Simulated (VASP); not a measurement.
## Te: relaxation of cell and atoms with r2SCAN

Te:

```xyz
3
Lattice="4.6075 0.0000 0.0000 -2.3037 3.9902 0.0000 0.0000 0.0000 5.9123" Properties=species:S:1:pos:R:3 pbc="T T T"
Te    1.1753    0.0000    1.9708
Te   -0.5877    1.0179    3.9415
Te    1.7161    2.9723    0.0000
```

| Quantity | Value |
| --- | --- |
| Program | VASP 6.6.1 |
| Task | relaxation of cell and atoms |
| Functional | r2SCAN |
| Potentials or basis | VASP PAW PBE potentials, release 64 (Te) |
| Cutoff | 600 eV |
| k mesh | 9 × 9 × 5 |
| Occupations | gaussian, width 0.03 eV |
| Spin | no spin polarisation |
| Further INCAR settings | ALGO = Normal; EDIFF = 1e-07; IBRION = 2; EDIFFG = -0.005; NSW = 90; ISIF = 3 |

```yaml
Relaxed_volume: 36.21 Å³/atom
Relaxed_cell: a = 4.607 Å, b = 4.607 Å, c = 5.910 Å, α = 90.00°, β = 90.00°, γ = 120.00°
Space_group_after_relaxing_to_0.05_Å: P3_121 (No. 152)
Energy_gained_by_relaxing: 0.0 meV/atom
Ionic_steps: 2
Pressure_after_relaxing: 0.0 GPa
Largest_force_after_relaxing: 0.004 eV/Å
Band_gap_on_the_k_mesh: 0.88 eV, indirect (least direct gap 0.97 eV)
```

Forces in eV/Å, atoms in the order of the input:
```
Te   0.004  0.000  0.000
Te  -0.002  0.004  0.000
Te  -0.002 -0.004  0.000
```

Final structure:
```
Te
1.0
     4.60670    0.00000    0.00000
    -2.30335    3.98952    0.00000
     0.00000    0.00000    5.91029
Te
3
Direct
  0.25509 0.00000 0.33333
  0.00000 0.25509 0.66667
  0.74491 0.74491 0.00000
```

Levels at points of the mesh, in eV from the valence-band top:
| k point | band 5 | band 6 | band 7 | band 8 | band 9 | band 10 | band 11 | band 12 | band 13 |
| --- | --- | --- | --- | --- | --- | --- | --- | --- | --- |
| (0.00, 0.00, 0.00) | -2.88 | -2.88 | -1.58 | -1.58 | -0.58 | 1.31 | 1.31 | 1.85 | 5.52 |

Run time: 12 min on 1 thread of AMD EPYC 7R13 Processor (Zen 3), on a shared host, peak memory 0.31 GiB.

Caveat: the PAW data sets were made with another functional, which shifts forces and pressure a little; spin-orbit coupling is left out, which moves the levels of the heavy elements; an odd mesh through Γ misses points on the zone boundary, where band edges often lie.
